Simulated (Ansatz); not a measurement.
Level of theory: Ansatz 0.2.0, DFT PBE, scalar-relativistic, plane waves, PAW. All cells share a 420 eV cutoff and Γ-centred k meshes spaced at most about 0.3 Å⁻¹ (about 0.25 or finer for metals, 2π included). No spin polarisation in the final relaxations.

All energies are static (0 K, no zero-point motion).

Two forms of B₃As₂ were relaxed alike.

1.

```
B As
1.0
     3.79514    0.00000    0.00000
     0.00000    3.79514    0.00000
     0.00000    0.00000    4.45137
B As
3 2
Direct
  0.50000 0.00000 0.02318
  0.00000 0.50000 0.02318
  0.00000 0.00000 0.22431
  0.00000 0.00000 0.72360
  0.50000 0.50000 0.27573
```

2.

```
B As
1.0
     3.32870   -3.86710    0.00000
     3.32870    3.86710    0.00000
     0.00000    0.00000    2.60844
B As
3 2
Direct
  0.10228 0.89772 0.00000
  0.89772 0.10228 0.00000
  0.50000 0.50000 0.50000
  0.50000 0.00000 0.00000
  0.00000 0.50000 0.00000
```

Question: Which is lower in energy, and by how much?

Answer: Cell 1 is lower, by 81 meV/atom. Cell 1 has space group P4mm (No. 99), 12.8 Å³/atom and no gap on its mesh; cell 2 has space group Cmmm (No. 65), 13.4 Å³/atom and no gap. Counting As atoms around B (those within 1.25 times the shortest such distance or 1.15 times the sum of covalent radii, 1.27 where that leaves under three; a plus sign parts nearer from farther groups; the shortest distance is added where it exceeds 1.18 times the sum of covalent radii; a slash parts the counts of unlike sites), cell 1 has B 4/2+4 and cell 2 has B 2/8 from 2.9 Å. Cell 2 holds B–B pairs (shortest 1.58 Å) and As–As chains (shortest 2.61 Å); in cell 1 the shortest B–B distance is 2.10 Å, near bonding range too and the shortest As–As distance is 3.34 Å. The denser one is the lower, and pressure would at first widen the difference. Even the lower one lies +1.22 eV/atom against the reference forms of the elements (uncorrected), so neither is stable at this level. In cell 1, around B on a site of symmetry 2mm lie 2 B at 2.10 Å, 4 As at 2.21–2.32 Å and 4 B at 2.68 Å; around B on a site of symmetry 4mm lie 4 B at 2.10 Å, 2 As at 2.22–2.23 Å and 4 As at 2.69 Å; As on its first site is surrounded by 6 B at 2.22–2.32 Å; 1 more site not described. In cell 2, around B on a site of symmetry m2m lie 1 B at 1.58 Å and 2 As at 2.02 Å; around B on a site of symmetry mmm lie 2 B at 2.61 Å and 8 As at 2.87 Å (long against the sum of covalent radii); As has 2 B at 2.02 Å, 2 As at 2.61 Å and 4 B at 2.87 Å. Both come from invented guesses. A third cell relaxed alike, in Cmmm, lies 0.87 eV/atom below the lower of the two.

In P4mm, Cmmm an odd number of electrons in the primitive cell allows no gap without spin; a larger cell or a magnetic state could open one. A magnetic state wasn't ruled out in cells without spin, among them P4mm, Cmmm. Cells relaxed within their symmetry can be saddle points.
